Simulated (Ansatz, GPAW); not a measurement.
Fitting the PBEsol energy curve of MgS

```xyz
2
Lattice="0.0000 2.8331 2.8331 2.8331 0.0000 2.8331 2.8331 2.8331 0.0000" Properties=species:S:1:pos:R:3 pbc="T T T"
S     1.4166    1.4166    1.4166
Mg    0.0000    0.0000    0.0000
```

The cell comes from a database or a generator and needn't be the stable form of this composition.

The cell was scaled at fixed shape and fractions and run with GPAW, PAW data sets generated for this functional, cutoff 800 eV; PBEsol, k mesh 8 × 8 × 8 on the cell of 2 atoms, fermi-dirac occupations of 0.05 eV, no spin polarisation, no spin-orbit coupling. Energies are those that the program minimises, any entropy of the smearing included.

| V (Å³/atom) | energy over the lowest row (meV/atom) |
| --- | --- |
| 21.3758 | 13.046 |
| 21.8306 | 4.891 |
| 22.2854 | 0.667 |
| 22.7402 | 0.000 |
| 23.1950 | 2.541 |
| 23.6498 | ? |
| 24.1046 | 16.034 |

Q: Fit the third-order Birch-Murnaghan form, give V0, B0 and B′, and predict the energy left open.

A: With y = (V0/V)^(2/3), E = E0 + (9 V0 B0/16) [(y - 1)³ B′ + (y - 1)² (6 - 4y)]. Least squares through the rows shown give V0 = 22.6018 Å³/atom, E0 = -0.151 meV, B0 = 57.88 GPa (1 eV/Å³ = 160.218 GPa) and B′ = 4.07, with a largest miss of 0.002 meV. At V = 23.6498 the form with these constants gives 7.979 meV; the run gave 7.980 meV an atom. Other set-ups at this level, from all their volumes (Å³/atom, GPa): Ansatz, all-electron LAPW, scalar-relativistic: V0 22.557, B0 57.7.
